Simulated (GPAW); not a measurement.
# Pt (Fm-3m) in GPAW: settings compared

The runs below take Pt through equation of state, band structure, with OLYP, revPBE+D3(BJ), PBE.

All numbers are computed with GPAW 26.7.0; they aren't measurements. Logs are shortened: lines on timing, memory, paths and dates and some standing lists are left out, and cuts for length are marked. The log counts tension as positive stress, the text compression.

## (1) The crystal as given

The structure is cubic, space group Fm-3m (No. 225). Conventional cell: a = 3.922 Å, b = 3.922 Å, c = 3.922 Å, α = 90.00°, β = 90.00°, γ = 90.00°. Around Pt (site symmetry m-3m) lie 12 Pt at 2.77 Å.

## (2) Equation of state, OLYP

The input, run.py:

```python
import spglib
from ase import Atoms
from ase.eos import EquationOfState
from ase.io import Trajectory, read
from ase.units import GPa
from gpaw import GPAW, PW, setup_paths

setup_paths.insert(0, '.')

atoms = read('Pt.cif')
cell, positions, numbers = spglib.find_primitive(
    (atoms.cell[:], atoms.get_scaled_positions(), atoms.numbers), symprec=1e-4)
atoms = Atoms(numbers, cell=cell, scaled_positions=positions, pbc=True)

traj = Trajectory('eos.traj', 'w')
volumes, energies = [], []
for x in [0.94, 0.96, 0.98, 1.0, 1.02, 1.04, 1.06]:
    a = atoms.copy()
    a.set_cell(atoms.cell * x**(1 / 3), scale_atoms=True)
    calc = GPAW(mode=PW(600),
                xc='GGA_X_OPTX+GGA_C_LYP',
                kpts={'size': (9, 9, 9), 'gamma': True},
                occupations={'name': 'fermi-dirac', 'width': 0.05},
                nbands=17,
                convergence={'density': 1e-05, 'energy': 1e-05},
                eigensolver='davidson',
                maxiter=150,
                txt=f'eos-{x:.2f}.txt')
    a.calc = calc
    energies.append(a.get_potential_energy(force_consistent=True))
    volumes.append(a.get_volume())
    p = -a.get_stress()[:3].mean() / GPa
    calc.write(f'eos-{x:.2f}.gpw')
    traj.write(a)
    print(f'{x:.2f} {volumes[-1]:10.4f} A^3 {energies[-1]:14.6f} eV {p:9.3f} GPa', flush=True)

v0, e0, B = EquationOfState(volumes, energies, eos='birchmurnaghan').fit()
print(f'V0 = {v0:.4f} A^3, E0 = {e0:.6f} eV, B0 = {B / GPa:.2f} GPa')
```

The input, Pt.cif:

```cif
data_Pt
_cell_length_a 3.92180000
_cell_length_b 3.92180000
_cell_length_c 3.92180000
_cell_angle_alpha 90.00000000
_cell_angle_beta 90.00000000
_cell_angle_gamma 90.00000000
_space_group_name_H-M_alt 'Fm-3m'
_space_group_name_Hall '-F 4 2 3'
_space_group_IT_number 225
loop_
_space_group_symop_operation_xyz
'x,y,z'
'-x,-y,-z'
'-y,x,z'
'y,-x,-z'
'-x,-y,z'
'x,y,-z'
'y,-x,z'
'-y,x,-z'
'x,-y,-z'
'-x,y,z'
'-y,-x,-z'
'y,x,z'
'-x,y,-z'
'x,-y,z'
'y,x,-z'
'-y,-x,z'
'z,x,y'
'-z,-x,-y'
'z,-y,x'
'-z,y,-x'
'z,-x,-y'
'-z,x,y'
'z,y,-x'
'-z,-y,x'
'-z,x,-y'
'z,-x,y'
'-z,-y,-x'
'z,y,x'
'-z,-x,y'
'z,x,-y'
'-z,y,x'
'z,-y,-x'
'y,z,x'
'-y,-z,-x'
'x,z,-y'
'-x,-z,y'
'-y,z,-x'
'y,-z,x'
'-x,z,y'
'x,-z,-y'
'-y,-z,x'
'y,z,-x'
'-x,-z,-y'
'x,z,y'
'y,-z,-x'
'-y,z,x'
'x,-z,y'
'-x,z,-y'
'x,y+1/2,z+1/2'
'-x,-y+1/2,-z+1/2'
'-y,x+1/2,z+1/2'
[... 62 lines left out ...]
'-z+1/2,-x,-y+1/2'
'z+1/2,-y,x+1/2'
'-z+1/2,y,-x+1/2'
'z+1/2,-x,-y+1/2'
'-z+1/2,x,y+1/2'
'z+1/2,y,-x+1/2'
'-z+1/2,-y,x+1/2'
'-z+1/2,x,-y+1/2'
'z+1/2,-x,y+1/2'
'-z+1/2,-y,-x+1/2'
'z+1/2,y,x+1/2'
'-z+1/2,-x,y+1/2'
'z+1/2,x,-y+1/2'
'-z+1/2,y,x+1/2'
'z+1/2,-y,-x+1/2'
'y+1/2,z,x+1/2'
'-y+1/2,-z,-x+1/2'
'x+1/2,z,-y+1/2'
'-x+1/2,-z,y+1/2'
'-y+1/2,z,-x+1/2'
'y+1/2,-z,x+1/2'
'-x+1/2,z,y+1/2'
'x+1/2,-z,-y+1/2'
'-y+1/2,-z,x+1/2'
'y+1/2,z,-x+1/2'
'-x+1/2,-z,-y+1/2'
'x+1/2,z,y+1/2'
'y+1/2,-z,-x+1/2'
'-y+1/2,z,x+1/2'
'x+1/2,-z,y+1/2'
'-x+1/2,z,-y+1/2'
'x+1/2,y+1/2,z'
'-x+1/2,-y+1/2,-z'
'-y+1/2,x+1/2,z'
'y+1/2,-x+1/2,-z'
'-x+1/2,-y+1/2,z'
'x+1/2,y+1/2,-z'
'y+1/2,-x+1/2,z'
'-y+1/2,x+1/2,-z'
'x+1/2,-y+1/2,-z'
'-x+1/2,y+1/2,z'
'-y+1/2,-x+1/2,-z'
'y+1/2,x+1/2,z'
'-x+1/2,y+1/2,-z'
'x+1/2,-y+1/2,z'
'y+1/2,x+1/2,-z'
'-y+1/2,-x+1/2,z'
'z+1/2,x+1/2,y'
'-z+1/2,-x+1/2,-y'
'z+1/2,-y+1/2,x'
'-z+1/2,y+1/2,-x'
'z+1/2,-x+1/2,-y'
'-z+1/2,x+1/2,y'
'z+1/2,y+1/2,-x'
'-z+1/2,-y+1/2,x'
'-z+1/2,x+1/2,-y'
'z+1/2,-x+1/2,y'
'-z+1/2,-y+1/2,-x'
'z+1/2,y+1/2,x'
'-z+1/2,-x+1/2,y'
'z+1/2,x+1/2,-y'
'-z+1/2,y+1/2,x'
'z+1/2,-y+1/2,-x'
'y+1/2,z+1/2,x'
'-y+1/2,-z+1/2,-x'
'x+1/2,z+1/2,-y'
'-x+1/2,-z+1/2,y'
'-y+1/2,z+1/2,-x'
'y+1/2,-z+1/2,x'
'-x+1/2,z+1/2,y'
'x+1/2,-z+1/2,-y'
'-y+1/2,-z+1/2,x'
'y+1/2,z+1/2,-x'
'-x+1/2,-z+1/2,-y'
'x+1/2,z+1/2,y'
'y+1/2,-z+1/2,-x'
'-y+1/2,z+1/2,x'
'x+1/2,-z+1/2,y'
'-x+1/2,z+1/2,-y'
loop_
_atom_site_label
_atom_site_type_symbol
_atom_site_symmetry_multiplicity
_atom_site_Wyckoff_symbol
_atom_site_fract_x
_atom_site_fract_y
_atom_site_fract_z
_atom_site_occupancy
Pt1 Pt 4 a 0.0000000000 0.0000000000 0.0000000000 1
```

Potentials or basis: PAW data sets generated in the run's folder for this functional, pw.

Started as:

```sh
> gpaw-setup -f GGA_X_OPTX+GGA_C_LYP Pt
> OMP_NUM_THREADS=1 python run.py
```

Output:

```text
__  _  _
 | _ |_)|_||  |
 |__||  | ||/\| - 26.7.0

Input parameters:
  mode=PW(ecut=600.0),
  convergence={'density': 1e-05, 'energy': 1e-05},
  eigensolver=Davidson(niter=2),
  kpts=MonkhorstPack(size=(9, 9, 9), gamma=True),
  maxiter=150,
  nbands=17,
  occupations=Occupations(name='fermi-dirac', width=0.05),
  xc=XC(name='GGA_X_OPTX+GGA_C_LYP')

Diagonalizing LCAO Hamiltonian
Converting LCAO to pw mode

       Pt

Atoms  # Å, Bohr magnetons
|   | symbol |        x |        y |        z |    initial magnetic moments |
|---|--------|----------|----------|----------|-----------------------------|
| 0 |     Pt | 0.000000 | 0.000000 | 0.000000 | ( 0.0000,  0.0000,  0.0000) |

Unit cell  # Å
| periodic |        x |        y |        z |  lengths |    angles |
|----------|----------|----------|----------|----------|-----------|
|      yes | 0.000000 | 1.920870 | 1.920870 | 2.716521 | 60.000000 |
|      yes | 1.920870 | 0.000000 | 1.920870 | 2.716521 | 60.000000 |
|      yes | 1.920870 | 1.920870 | 0.000000 | 2.716521 | 60.000000 |

Number of symmetries: 48
Symmetry operations  # r_c * U_cc + t_c -> r_c
|    | kind |            matrix            |
|----|------|------------------------------|
|  0 |  σ   |  1, 0, 0,  1, 0,-1,  1,-1, 0 |
|  1 |  C2  |  1, 0, 0,  1,-1, 0,  1, 0,-1 |
|  2 |  E   |  1, 0, 0,  0, 1, 0,  0, 0, 1 |
|  3 |  σ   |  1, 0, 0,  0, 0, 1,  0, 1, 0 |
|  4 |  C4  |  1, 0,-1,  1, 0, 0,  1,-1, 0 |
|  5 |  S6  |  1, 0,-1,  1,-1, 0,  1, 0, 0 |
|  6 |  σ   |  1, 0,-1,  0, 1,-1,  0, 0,-1 |
|  7 |  C3  |  1, 0,-1,  0, 0,-1,  0, 1,-1 |
|  8 |  S6  |  1,-1, 0,  1, 0, 0,  1, 0,-1 |
|  9 |  C4  |  1,-1, 0,  1, 0,-1,  1, 0, 0 |
| 10 |  C3  |  1,-1, 0,  0,-1, 1,  0,-1, 0 |
| 11 |  σ   |  1,-1, 0,  0,-1, 0,  0,-1, 1 |
| 12 |  σ   |  0, 1, 0,  1, 0, 0,  0, 0, 1 |
| 13 |  C4  |  0, 1, 0,  0, 1,-1, -1, 1, 0 |
| 14 |  C3  |  0, 1, 0,  0, 0, 1,  1, 0, 0 |
| 15 |  S6  |  0, 1, 0, -1, 1, 0,  0, 1,-1 |
| 16 |  C2  |  0, 1,-1,  1, 0,-1,  0, 0,-1 |
| 17 |  σ   |  0, 1,-1,  0, 1, 0, -1, 1, 0 |
| 18 |  S4  |  0, 1,-1,  0, 0,-1,  1, 0,-1 |
| 19 |  C4  |  0, 1,-1, -1, 1, 0,  0, 1, 0 |
| 20 |  C3  |  0, 0, 1,  1, 0, 0,  0, 1, 0 |
| 21 |  σ   |  0, 0, 1,  0, 1, 0,  1, 0, 0 |
| 22 |  S6  |  0, 0, 1,  0,-1, 1, -1, 0, 1 |
| 23 |  C4  |  0, 0, 1, -1, 0, 1,  0,-1, 1 |
| 24 |  S4  |  0, 0,-1,  1, 0,-1,  0, 1,-1 |
| 25 |  C3  |  0, 0,-1,  0, 1,-1,  1, 0,-1 |
| 26 |  C2  |  0, 0,-1,  0,-1, 0, -1, 0, 0 |
| 27 |  S6  |  0, 0,-1, -1, 0, 0,  0,-1, 0 |
| 28 |  S4  |  0,-1, 1,  1,-1, 0,  0,-1, 0 |
| 29 |  C4  |  0,-1, 1,  0, 0, 1, -1, 0, 1 |
| 30 |  C2  |  0,-1, 1,  0,-1, 0,  1,-1, 0 |
| 31 |  σ   |  0,-1, 1, -1, 0, 1,  0, 0, 1 |
| 32 |  C3  |  0,-1, 0,  1,-1, 0,  0,-1, 1 |
| 33 |  S6  |  0,-1, 0,  0, 0,-1, -1, 0, 0 |
| 34 |  S4  |  0,-1, 0,  0,-1, 1,  1,-1, 0 |
| 35 |  C2  |  0,-1, 0, -1, 0, 0,  0, 0,-1 |
| 36 |  C2  | -1, 1, 0,  0, 1, 0,  0, 1,-1 |
| 37 |  S6  | -1, 1, 0,  0, 1,-1,  0, 1, 0 |
| 38 |  S4  | -1, 1, 0, -1, 0, 1, -1, 0, 0 |
| 39 |  C3  | -1, 1, 0, -1, 0, 0, -1, 0, 1 |
| 40 |  S6  | -1, 0, 1,  0, 0, 1,  0,-1, 1 |
| 41 |  C2  | -1, 0, 1,  0,-1, 1,  0, 0, 1 |
| 42 |  C3  | -1, 0, 1, -1, 1, 0, -1, 0, 0 |
| 43 |  S4  | -1, 0, 1, -1, 0, 0, -1, 1, 0 |
| 44 |  C2  | -1, 0, 0,  0, 0,-1,  0,-1, 0 |
| 45 |  i   | -1, 0, 0,  0,-1, 0,  0, 0,-1 |
| 46 |  σ   | -1, 0, 0, -1, 1, 0, -1, 0, 1 |
| 47 |  C2  | -1, 0, 0, -1, 0, 1, -1, 1, 0 |

BZ-sampling:
  Number of BZ points: 729
  Number of IBZ points: 35

  Monkhorst-Pack size: [9, 9, 9]
  Monkhorst-Pack shift: [0, 0, 0]

K-points  # in reciprocal-cell coordinates
|     |                                coordinates |     weight |
|-----|--------------------------------------------|------------|
|   0 | (  0.00000000,   0.00000000,   0.00000000) | 0.00137174 |
|   1 | (  0.11111111,   0.11111111,   0.00000000) | 0.00823045 |
|   2 | (  0.11111111,   0.11111111,   0.11111111) | 0.01097394 |
|   3 | (  0.22222222,   0.11111111,   0.11111111) | 0.01646091 |
|   4 | (  0.22222222,   0.22222222,   0.00000000) | 0.00823045 |
|   5 | (  0.22222222,   0.22222222,   0.11111111) | 0.03292181 |
|   6 | (  0.22222222,   0.22222222,   0.22222222) | 0.01097394 |
|   7 | (  0.33333333,   0.22222222,   0.11111111) | 0.03292181 |
|   8 | (  0.33333333,   0.22222222,   0.22222222) | 0.03292181 |
|   9 | (  0.33333333,   0.33333333,  -0.33333333) | 0.01646091 |
| ... |                                            |            |
|  34 | (  0.44444444,   0.44444444,   0.44444444) | 0.01097394 |

Plane wave coefficients: 495
Cutoff: 600.0 eV

Spin-components: 1 (collinear spins)
Bands:           17
Projectors:      6
Spin-degeneracy: 2
Datatype:        complex128

Parallelization:
  kpt:    1
  domain: 1
  band:   1

Density:
  Valence electrons: 16.0
  Components: 1
  Grid points: [16 16 16]
  Charge: 0.0  # |e|

Potential:
  Grid points: [16 16 16]

species:
  Pt:
    name:    Platinum
    Z:       78.0
    valence: 16
    core:    62
    charge:  0.0  # [|e|]
    compensation charges:
      type: gauss
      rc: 0.41  # [Å]
      lmax: 2
    cutoffs:
      filter: 2.26  # [Å]
      core: 2.26  # [Å]
    projectors
    | kind |    occ | energy [eV] | rcut [Å] |
    |------|--------|-------------|----------|
    |   6s |  1.000 |      -5.276 |    1.307 |
    |   5p |  6.000 |     -56.077 |    1.371 |
    |   6p |  0.000 |      -0.841 |    1.371 |
    |   5d |  9.000 |      -6.038 |    1.307 |
    |    s |        |      21.935 |    1.307 |
    |    d |        |      21.174 |    1.307 |

    Using partial waves for Pt as LCAO basis

Reference energy: -500552.614369  # eV

eigensolver:
  Davidson
  Converge bands: occupied
  niter=2

density mixing:
  MSR1-Mixer
  Pratt-step length: 0.05
  Maximum mixing coefficient: 0.75
  Old densities: 10
  SVD Regularization: 0.005
  Good broyden scale: 1.0
  Trust region scale: 1.0
  Backstep threshold: 4.0
  History deletion threshold: 6.0
  Fourier metric: weight=20.0, sigma=0.015

occupation numbers:
  Fermi-Dirac:
    width: 0.0500  # eV

poisson solver:
  ecut: 4800.0  # eV

xc functional:
  name: GGA_X_OPTX+GGA_C_LYP with 2 nearest neighbor stencil

convergence criteria:
- Maximum integral of absolute [dens]ity change: 1e-05 electrons / valence electron
- Maximum [total energy] change in last 3 cyles: 1e-05 eV / valence electron
- Maximum integral of absolute [eigenst]ate change: 4e-08 eV^2 / valence electron
maximum number of iterations: 150

SCF iterations
|iter     | |      energy | eigst |  dens |
|---------|-|-------------|-------|-------|
|iter:   1| |   -5.694019 | +0.13 |       |
|iter:   2| |   -5.631536 | -2.05 | -1.21 |
|iter:   3| |   -5.352761 | -2.13 | -1.25 |
|iter:   4| |   -5.348193 | -3.35 | -2.20 |
|iter:   5| |   -5.349683 | -3.16 | -2.45 |
|iter:   6| |   -5.349701 | -4.71 | -3.42 |
|iter:   7| |   -5.349717c| -5.38 | -3.80 |
|iter:   8| |   -5.349718c| -7.44c| -4.71 |
|iter:   9| |   -5.349718c| -7.75c| -5.45c|

Converged in 9 steps
Energy contributions relative to reference atoms: (reference = -500552.614369)

Energy contributions:
  Kinetic:          -0.428967
  Coulomb:          -0.448578
  Zero:             -0.525009
  External:          0.000000
  Xc:               -3.941914
  Entropy:          -0.010499
  Spinorbit:         0.000000
  ----------------------------
  Free energy:      -5.354967
  Extrapolated:     -5.349718

dipole moment: (-12.997168, -12.997168, -12.997168)  # |e|*Ang

Fermi level: 13.153
Eigenvalues  # (at kpt = [0.000, 0.000, 0.000])
| band index |      eig [eV] | occ [0-2] |
|------------|---------------|-----------|
|          0 |       -39.740 |     2.000 |
|          1 |       -39.740 |     2.000 |
|          2 |       -39.740 |     2.000 |
|          3 |         2.555 |     2.000 |
|          4 |         9.047 |     2.000 |
|          5 |         9.047 |     2.000 |
[... 9 lines left out ...]
|         15 |        46.423 |     0.000 |
|         16 |        46.423 |     0.000 |

No gap
No difference between direct/indirect transitions

Stress tensor  # eV/Ang^3
|         x |         y |         z |
|-----------|-----------|-----------|
| -0.155347 | -0.000000 |  0.000000 |
| -0.000000 | -0.155347 | -0.000000 |
|  0.000000 | -0.000000 | -0.155347 |

# Writing to eos-0.94.gpw (mode='')
```

Wall time 40 s (1 thread of Arm Neoverse V1, shared host); peak memory 0.17 GiB.

Results:

* Equilibrium volume: 15.37 Å³/atom
* Bulk modulus: 246 GPa
* Pressure derivative of the bulk modulus: 5.6

Energy against volume, from the lowest point:
```tsv
volume (Å³/atom)	energy (meV/atom)
14.175	84.88
14.477	45.22
14.778	18.90
15.080	4.30
15.381	0.00
15.683	4.75
15.985	17.44
```

(Part 1 of 2 ends here.)
